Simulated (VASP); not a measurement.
# How biaxial strain in the (001) plane changes InAs (F-43m)

How do the elastic response and the band edges of InAs follow biaxial strain in the (001) plane?

Calculated with VASP 6.6.1; PBEsol; plane waves and PAW (In_d, As), in the first sound run; inputs show where later runs differ.

### Step 1. The structure

The structure is cubic, space group F-43m (No. 216). The conventional cell has a = 6.058 Å, b = 6.058 Å, c = 6.058 Å, α = 90.00°, β = 90.00°, γ = 90.00°. In has 4 As at 2.62 Å nearest. As has 4 In at 2.62 Å nearest. Farther neighbours are not listed.

Coordinates:

```
In As
1.0
     0.00000    3.02900    3.02900
     3.02900    0.00000    3.02900
     3.02900    3.02900    0.00000
In As
1 1
Direct
  0.00000 0.00000 0.00000
  0.25000 0.25000 0.25000
```

### Step 2. Relax the crystal, PBEsol

The series starts from the cell that this level prefers, so that zero strain is near zero stress.

This step took 2 runs in a row; the last is shown.

Level: PBEsol; plane waves and PAW (In_d, As).

Input file INCAR:

```
SYSTEM = InAs
PREC = Accurate
ENCUT = 450
EDIFF = 1E-07
NELM = 120
ISMEAR = 0
SIGMA = 0.02
LREAL = .FALSE.
ALGO = Normal
GGA = PS
NBANDS = 15
LASPH = .TRUE.
LORBIT = 11
LWAVE = .FALSE.
LCHARG = .FALSE.
KPAR = 24
IBRION = 2
NSW = 40
ISIF = 3
EDIFFG = -0.005
POTIM = 0.4
```

Input file POSCAR:

```
InAs
1.0
    0.0000000000      3.0456045421      3.0456045421
    3.0456045421      0.0000000000      3.0456045421
    3.0456045421      3.0456045421      0.0000000000
In As
1 1
Direct
    0.0000000000      0.0000000000      0.0000000000
    0.2500000000      0.2500000000      0.2500000000
```

Input file KPOINTS:

```
Automatic mesh
0
Gamma
9 9 9
0 0 0
```

PAW data sets: In_d and As (PBE family, release 64).

On the command line:

```bash
mpirun -np 24 vasp_std
```

The program printed:

```text
[banner, memory and clock lines left out]
running   24 mpi-ranks, on    1 nodes
[...]
|                                                                             |
|           W    W    AA    RRRRR   N    N  II  N    N   GGGG   !!!           |
|           W    W   A  A   R    R  NN   N  II  NN   N  G    G  !!!           |
|           W    W  A    A  R    R  N N  N  II  N N  N  G       !!!           |
|           W WW W  AAAAAA  RRRRR   N  N N  II  N  N N  G  GGG   !            |
|           WW  WW  A    A  R   R   N   NN  II  N   NN  G    G                |
|           W    W  A    A  R    R  N    N  II  N    N   GGGG   !!!           |
|                                                                             |
|     For optimal performance we recommend to set                             |
|       NCORE = 2 up to number-of-cores-per-socket                            |
|     NCORE specifies how many cores store one orbital (NPAR=cpu/NCORE).      |
|     This setting can greatly improve the performance of VASP for DFT.       |
[...]
|     You enforced a specific xc type in the INCAR file but a different       |
|     [... a line on the potential file left out ...]
|     I HOPE YOU KNOW WHAT YOU ARE DOING!                                     |
|                                                                             |

 LDA part: xc-table for (Slater+PW92), standard interpolation
 POSCAR, INCAR and KPOINTS ok, starting setup
[...]
entering main loop
       N       E                     dE             d eps       ncg     rms          rms(c)
DAV:   1     0.105999339092E+03    0.10600E+03   -0.77527E+03  1050   0.116E+03
DAV:   2    -0.172912698515E+01   -0.10773E+03   -0.10374E+03  1127   0.283E+02
DAV:   3    -0.860209019981E+01   -0.68730E+01   -0.68405E+01  1372   0.745E+01
DAV:   4    -0.877300027300E+01   -0.17091E+00   -0.17088E+00  1349   0.133E+01
[...]
DAV:  12    -0.848898196119E+01    0.21901E-08   -0.57608E-06  1183   0.252E-02    0.840E-03
DAV:  13    -0.848898207467E+01   -0.11348E-06   -0.11745E-06  1407   0.598E-03    0.393E-03
DAV:  14    -0.848898201890E+01    0.55770E-07   -0.64296E-08   967   0.256E-03
   1 F= -.84889820E+01 E0= -.84889609E+01  d E =-.848898E+01
[...]
reached required accuracy - stopping structural energy minimisation
```

Elapsed: 7.2 s, on 24 MPI ranks of AMD EPYC 7R43, shared host; peak memory 3.7 GiB.

The logs omit lines about the potential files and the build; timing stands in the text.

From OUTCAR (step 2):

```text
  Total        0.0020639      0.0020639      0.0020639     -0.0000000      0.0000000      0.0000000
  in kB        0.0585253      0.0585253      0.0585253     -0.0000000      0.0000000      0.0000000
  external PRESSURE =       0.0585253 kB  Pullay stress =       0.0000000 kB

 POSITION                                       TOTAL-FORCE (eV/Angst)
 -----------------------------------------------------------------------------------
      0.00000      0.00000      0.00000        -0.000000     -0.000000     -0.000000
      1.52280      1.52280      1.52280         0.000000      0.000000      0.000000
 -----------------------------------------------------------------------------------
    total drift:                                0.000000      0.000000      0.000000

  FREE ENERGIE OF THE ION-ELECTRON SYSTEM (eV)
  ---------------------------------------------------
  free  energy   TOTEN  =        -8.4889820189 eV

  energy  without entropy=       -8.4889396973  energy(sigma->0) =       -8.48896086

 reached required accuracy - stopping structural energy minimisation

[... 3 further parts left out ...]
[key lines of the parts left out:]
E-fermi :   4.1613
```

This run gave:

| Quantity | Value |
| --- | --- |
| energy(sigma→0) of the program | -8.4890 eV |
| stress, compression positive | xx, yy, zz 0.01, 0.01, 0.01 GPa |
| volume | 56.500 Å³ |
| ionic steps | 1 |

### Step 3. Strain along the normal, PBEsol

One member in full: the plane is strained by -1 %, and the strain along the normal is moved by secant steps until the normal stress is under 0.012 GPa or five steps are spent; the atoms relax at each step.

This step took 2 runs, each at a new trial strain with the atoms of the one before; the last is shown.

Level: PBEsol; plane waves and PAW (In_d, As); cell typed or built by script.

INCAR: that of step 2 with these lines changed.

```diff
@@ -15,7 +15,7 @@
 LCHARG = .FALSE.
-KPAR = 24
-IBRION = 2
-NSW = 40
-ISIF = 3
-EDIFFG = -0.005
-POTIM = 0.4
+KPAR = 6
+IBRION = 1
+NSW = 25
+ISIF = 2
+EDIFFG = -0.004
+POTIM = 0.3
```

Input file POSCAR:

```
InAs
1.0
    0.0000000000      3.0151484970      3.0799087730
    3.0151484970      0.0000000000      3.0799087730
    3.0151484970      3.0151484970      0.0000000000
In As
1 1
Direct
    0.0000000000      0.0000000000      0.0000000000
    0.2500000000      0.2500000000      0.2500000000
```

KPOINTS is that of step 2.

On the command line:

```bash
mpirun -np 6 vasp_std
```

The program printed:

```text
[banner, memory and clock lines left out]
running    6 mpi-ranks, on    1 nodes
[...]
[... a notice as in an earlier step ...]

 [... a notice as in an earlier step ...]

 LDA part: xc-table for (Slater+PW92), standard interpolation
 POSCAR, INCAR and KPOINTS ok, starting setup
[...]
entering main loop
       N       E                     dE             d eps       ncg     rms          rms(c)
DAV:   1     0.109286034388E+03    0.10929E+03   -0.76781E+03  2257   0.116E+03
DAV:   2    -0.142211566240E+01   -0.11071E+03   -0.10666E+03  2418   0.293E+02
DAV:   3    -0.859264419052E+01   -0.71705E+01   -0.71339E+01  2901   0.767E+01
DAV:   4    -0.877163901448E+01   -0.17899E+00   -0.17894E+00  2691   0.137E+01
[...]
DAV:  12    -0.848635045860E+01    0.28415E-06   -0.60727E-06  2644   0.283E-02    0.798E-03
DAV:  13    -0.848635055924E+01   -0.10064E-06   -0.12792E-06  3055   0.613E-03    0.355E-03
DAV:  14    -0.848635049741E+01    0.61836E-07   -0.61057E-08  2071   0.257E-03
   1 F= -.84863505E+01 E0= -.84863350E+01  d E =-.848635E+01
 BRION: g(F)=  0.862E-47 g(S)=  0.000E+00
 reached required accuracy - stopping structural energy minimisation
```

It took 15 s on 6 MPI ranks; peak memory 1 GiB; 88 s of CPU time.

Parts of OUTCAR (step 3):

```text
  Total        0.2637225      0.2637225      0.0013729      0.0000000      0.0000000     -0.0000000
  in kB        7.5452290      7.5452290      0.0392782      0.0000000      0.0000000     -0.0000000
  external PRESSURE =       5.0432454 kB  Pullay stress =       0.0000000 kB

 POSITION                                       TOTAL-FORCE (eV/Angst)
 -----------------------------------------------------------------------------------
      0.00000      0.00000      0.00000         0.000000      0.000000     -0.000000
      1.50757      1.50757      1.53995        -0.000000     -0.000000      0.000000
 -----------------------------------------------------------------------------------
    total drift:                               -0.000000     -0.000000      0.000000

  FREE ENERGIE OF THE ION-ELECTRON SYSTEM (eV)
  ---------------------------------------------------
  free  energy   TOTEN  =        -8.4863504974 eV

  energy  without entropy=       -8.4863195405  energy(sigma->0) =       -8.48633502

[... 1 part as in an earlier step ...]

[... 3 further parts left out ...]
[key lines of the parts left out:]
E-fermi :   4.2783
```

Numbers from this step:

- energy(sigma→0) of the program: -8.4863 eV
- stress, compression positive: xx, yy, zz 0.75, 0.75, 0.00 GPa
- ionic steps: 1

### Step 4. Band edges, HSE06 with spin-orbit coupling

Short lines in KPOINTS_OPT sample the zone centre along and across the normal of the plane, for masses, and the other valleys.

Level: HSE06, spin-orbit coupling; plane waves and PAW (In_d, As); cell typed or built by script.

Input file INCAR:

```
SYSTEM = InAs
PREC = Accurate
ENCUT = 450
EDIFF = 1E-06
NELM = 100
ISMEAR = 0
SIGMA = 0.02
LREAL = .FALSE.
ALGO = Normal
LHFCALC = .TRUE.
AEXX = 0.25
GGA = PE
HFSCREEN = 0.2
LASPH = .TRUE.
LNONCOLLINEAR = .TRUE.
MAGMOM = 0 0 0 0 0 0
NBANDS = 28
GGA_COMPAT = .FALSE.
LSORBIT = .TRUE.
PRECFOCK = Fast
LWAVE = .FALSE.
LCHARG = .FALSE.
KPAR = 6
```

POSCAR is that of step 3.

Input file KPOINTS:

```
Automatic mesh
0
Gamma
4 4 4
0 0 0
```

Input file KPOINTS_OPT:

```
Line mode
6
Line-mode
Reciprocal
  0.00000000   0.00000000   0.00000000
  0.02450914   0.02450914   0.00000000

  0.00000000   0.00000000   0.00000000
  0.00000000  -0.02399379  -0.02399379

  0.31000000   0.31000000   0.00000000
  0.50000000   0.50000000   0.00000000

  0.00000000   0.31000000   0.31000000
  0.00000000   0.50000000   0.50000000

  0.45000000   0.45000000   0.45000000
  0.50000000   0.50000000   0.50000000

  0.45000000   0.00000000   0.00000000
  0.50000000   0.00000000   0.00000000

  0.42500000   0.42500000   0.00000000
  0.42500000   0.44899379   0.02399379

  0.50000000   0.50000000   0.50000000
  0.48303383   0.51696617   0.50000000
```

On the command line:

```bash
mpirun -np 6 vasp_ncl
```

The program printed:

```text
[banner, memory and clock lines left out]
running    6 mpi-ranks, on    1 nodes
[...]
[... a notice as in an earlier step ...]

 LDA part: xc-table for (Slater+PW92), standard interpolation
 found WAVECAR, reading the header
 POSCAR, INCAR and KPOINTS ok, starting setup
[...]
reading WAVECAR
 the WAVECAR file was read successfully
 initial charge from wavefunction
 entering main loop
       N       E                     dE             d eps       ncg     rms          rms(c)
DAV:   1    -0.916935105166E+01   -0.91694E+01   -0.64544E-01  1216   0.127E+01    0.364E+00
DAV:   2    -0.918281661448E+01   -0.13466E-01   -0.64663E-02  1008   0.249E+00    0.347E+00
DAV:   3    -0.918075925232E+01    0.20574E-02   -0.62537E-03  1244   0.104E+00    0.280E+00
DAV:   4    -0.918012105235E+01    0.63820E-03   -0.71482E-04  1056   0.358E-01    0.176E+00
DAV:   5    -0.917999396333E+01    0.12709E-03   -0.19055E-04  1072   0.160E-01    0.109E+00
DAV:   6    -0.917995940212E+01    0.34561E-04   -0.26194E-05  1044   0.717E-02    0.661E-01
DAV:   7    -0.917994933367E+01    0.10068E-04   -0.76057E-06   996   0.351E-02    0.399E-01
DAV:   8    -0.917994757622E+01    0.17575E-05   -0.29285E-06   820   0.177E-02    0.240E-01
DAV:   9    -0.917994839193E+01   -0.81570E-06   -0.13942E-06   804   0.104E-02
   1 F= -.91799484E+01 E0= -.91799484E+01  d E =-.258436E-17  mag=     0.0000    -0.0000    -0.0000
 Start KPOINTS_OPT (optional k-point list driver)
k-point batch [1-16\48]
       N       E                     dE             ncg
DAV:   1     0.103899405469E+04   -0.56782E+03      896
DAV:   2    -0.157759291168E+04   -0.26166E+04      904
DAV:   3    -0.188882867152E+04   -0.31124E+03     1132
DAV:   4    -0.190897259291E+04   -0.20144E+02     1012
DAV:   5    -0.190965375986E+04   -0.68117E+00     1300
DAV:   6    -0.190966547935E+04   -0.11719E-01     1120
DAV:   7    -0.190966579135E+04   -0.31200E-03     1316
DAV:   8    -0.190966579730E+04   -0.59499E-05     1060
DAV:   9    -0.190966579746E+04   -0.16069E-06      648
[...]
k-point batch [33-48\48]
       N       E                     dE             ncg
DAV:   1     0.778106606733E+03   -0.65495E+04      896
DAV:   2    -0.177958764739E+04   -0.25577E+04      908
DAV:   3    -0.206808731160E+04   -0.28850E+03     1032
DAV:   4    -0.208202934485E+04   -0.13942E+02     1080
DAV:   5    -0.208264389835E+04   -0.61455E+00     1360
DAV:   6    -0.208265565765E+04   -0.11759E-01     1104
DAV:   7    -0.208265622278E+04   -0.56513E-03     1376
DAV:   8    -0.208265623224E+04   -0.94577E-05     1116
DAV:   9    -0.208265623241E+04   -0.17349E-06      772
```

Wall time 23 min (6 MPI ranks); peak memory 2.3 GiB; 2.3 h of CPU time.

Parts of OUTCAR (step 4):

```text
  LATTYP: Found a body centered tetragonal cell.
 ALAT       =     4.2640638970
 C/A-ratio  =     1.4445884712

 Subroutine GETGRP returns: Found  8 space group operations
 (whereof  8 operations were pure point group operations)

The static configuration has the point symmetry D_2d.

 Found     16 irreducible k-points:

   k-points           NKPTS =     16   k-points in BZ     NKDIM =     64   number of bands    NBANDS=     28

   dimension x,y,z NGX =    30 NGY =   30 NGZ =   30
   dimension x,y,z NGXF=    60 NGYF=   60 NGZF=   60

   ENCUT  =  450.0 eV  33.07 Ry    5.75 a.u.   7.46  7.46  7.38*2*pi/ulx,y,z

   NELECT =      18.0000    total number of electrons

  exchange ACFDT corr.  =         0.00000000  see jH, gK, PRB 81, 115126

 E-fermi :   4.2469

 k-point     1 :       0.0000    0.0000    0.0000
  band No.  band energies     occupation
    ...
     14       3.7142      1.00000
     15       4.0689      1.00000
     16       4.0689      1.00000
     17       4.1340      1.00000
     18       4.1340      1.00000
     19       4.4942      0.00000
     20       4.4942      0.00000
     21       8.3583      0.00000
     22       8.3583      0.00000
     23       8.7925      0.00000
    ...

 k-point     2 :       0.2500    0.0000    0.0000
  band No.  band energies     occupation
    ...
     14       0.0994      1.00000
     15       3.2284      1.00000
     16       3.2301      1.00000
     17       3.5093      1.00000
     18       3.5210      1.00000
     19       5.9291      0.00000
     20       5.9307      0.00000
     21       9.2519      0.00000
     22       9.2760      0.00000
     23       9.5271      0.00000
    ...

 POSITION                                       TOTAL-FORCE (eV/Angst)
 -----------------------------------------------------------------------------------
      0.00000      0.00000      0.00000        -0.000000     -0.000000      0.000000
      1.50757      1.50757      1.53995         0.000000      0.000000      0.000000
 -----------------------------------------------------------------------------------
    total drift:                               -0.000004     -0.000003     -0.000001

  FREE ENERGIE OF THE ION-ELECTRON SYSTEM (eV)
  ---------------------------------------------------
  free  energy   TOTEN  =        -9.1799483919 eV

  energy  without entropy=       -9.1799483919  energy(sigma->0) =       -9.17994839

 Spin-Orbit-Coupling matrix elements
 Ion:    1  E_soc:     -0.0679278
 Ion:    2  E_soc:     -0.0237897

[... 1 part as in an earlier step ...]

[... 7 further parts left out ...]
```

Numbers from this step:

- energy(sigma→0) of the program: -9.1799 eV

### Step 5. The whole series

Hybrid runs start from orbitals of a short PBEsol run, not shown.

The other members went through these steps as far as the tables show, with the same cutoff and, step by step, the same mesh; 30 runs are not shown. The session took 17 core hours (wall time by ranks) on a shared machine.

| in-plane strain (%) | strain along the normal (%) | in-plane stress, tension positive (GPa) | energy above the unstrained row (meV/atom) |
| --- | --- | --- | --- |
| -2.000 | 2.225 | -1.563 | 5.395 |
| -1.000 | 1.126 | -0.755 | 1.313 |
| -0.500 | 0.572 | -0.369 | 0.321 |
| 0 | 0.000 | -0.006 | 0.000 |
| 0.500 | -0.581 | 0.338 | 0.278 |
| 1.000 | -1.150 | 0.688 | 1.170 |
| 2.000 | -2.301 | 1.354 | 4.764 |

Slopes at zero strain, from cubics through all rows: strain ratio -1.145, stress over strain 71 GPa. For a cubic crystal strained in (001) the ratio is −2C₁₂/C₁₁.

Band edges at HSE06 with spin-orbit coupling, counted from the valence-band top at Γ, spin-orbit pairs averaged, with one row partly withheld:

| in-plane strain (%) | gap (eV) | conduction band at Γ (eV) | Δ or X valley along z (eV) | Δ or X valley along x (eV) | lowest conduction level at L, [111] (eV) | lowest conduction level at L, [-111] (eV) | second valence level below the top (eV) | third valence level below the top (eV) |
| --- | --- | --- | --- | --- | --- | --- | --- | --- |
| -2.000 | 0.369 | 0.369 | 2.106 | 1.886 | 1.462 | 1.462 | 0.116 | 0.488 |
| -1.000 | 0.360 | 0.360 | 2.082 | 1.974 | 1.495 | 1.495 | 0.065 | 0.420 |
| -0.500 | 0.353 | 0.353 | 2.070 | 2.016 | 1.506 | 1.506 | 0.034 | 0.395 |
| 0 | 0.346 | 0.346 | 2.058 | 2.058 | 1.514 | 1.514 | 0.000 | 0.374 |
| 0.500 | ? | ? | 2.011 | 2.063 | 1.482 | 1.482 | 0.037 | 0.395 |
| 1.000 | 0.254 | 0.254 | 1.963 | 2.066 | 1.445 | 1.445 | 0.074 | 0.420 |
| 2.000 | 0.153 | 0.153 | 1.868 | 2.068 | 1.361 | 1.361 | 0.151 | 0.478 |

Conduction masses, in electron masses:

| in-plane strain (%) | conduction mass at Γ, across the strain axis or in the plane | L [111] mass, longitudinal | L [111] mass, transverse along [1-10] |
| --- | --- | --- | --- |
| -2.000 | 0.029 | 1.819 | 0.126 |
| -1.000 | 0.028 | 1.867 | 0.121 |
| -0.500 | 0.028 | 1.931 | 0.119 |
| 0 | 0.027 | 1.891 | 0.116 |
| 0.500 | 0.026 | 1.905 | 0.115 |
| 1.000 | 0.026 | 1.898 | 0.113 |
| 2.000 | 0.024 | 1.831 | 0.109 |

### Step 6. Working out the slope

The quantity to fit is the conduction level at Γ above the mean of the three top valence levels at HSE06 with spin-orbit coupling: 0.571, 0.522, 0.496, 0.471, 0.418, 0.363 eV in the rows shown.

Fitting a parabola to the 6 known rows (e: strain in %) gives E = − 0.001009 e² − 0.05184 e + 0.4708 in eV; the residuals are 2.0e-4 eV r.m.s.

For the withheld row, e = 0.5, the fit gives 0.4446 eV.

### Step 7. Checking the prediction

The calculation gives 0.4454 eV, so the prediction is 0.0008 eV too low, more than twice the residual of the fit.

### Step 8. Outcome

* ratio of normal to in-plane strain: -1.145
* biaxial modulus: 71 GPa
* gap of the unstrained cell, HSE06 with spin-orbit coupling: 0.35 eV
* slope at zero strain of the conduction level at Γ above the mean of the three top valence levels, HSE06 with spin-orbit coupling: -52 meV per %
* error of the predicted row: -0.8 meV

As a check, the curvature of the energy gives 70 GPa for the same modulus (energy per volume = M × strain²), 2 % from the slope of the stress. At HSE06 with spin-orbit coupling the lowest conduction valley is Γ throughout, and the gap runs between 0.15 and 0.37 eV. The gap at PBEsol is under 0.05 eV in some or all rows and is left out; the elastic columns come from such cells and can be uneven. Hole masses are left out throughout, since the top bands are degenerate or cross in many series; of conduction masses, those of the Γ, L and (for Si and Ge under (001) strain) Δ valleys are kept where they change by under an eighth between rows. HSE06 ran on a coarser mesh than the semilocal levels. Δ or X levels are the lowest on their line, refined by a parabola unless they lie at X; the gap is read from all points sampled and can differ from the lowest valley by some meV, or by tens of meV where strain moves the valence top off Γ. Temperature, zero-point motion and excitons are left out.

[Lines on the potential files, build, host, timing and source positions are cut from VASP's logs without a mark.]

[Logs are printed without paths, hosts, clocks, repeated set-up lines and the standing remarks that a program may print on its own settings, such as how far it seeks lower states.]

[Hosts, paths, dates, database ids (printed as entryN), source tags and the programs' standing remarks are cut or masked in the printed files.]

[In band tables of VASP the shares of atoms and orbitals are scaled to a sum of 1 inside the atoms' spheres.]
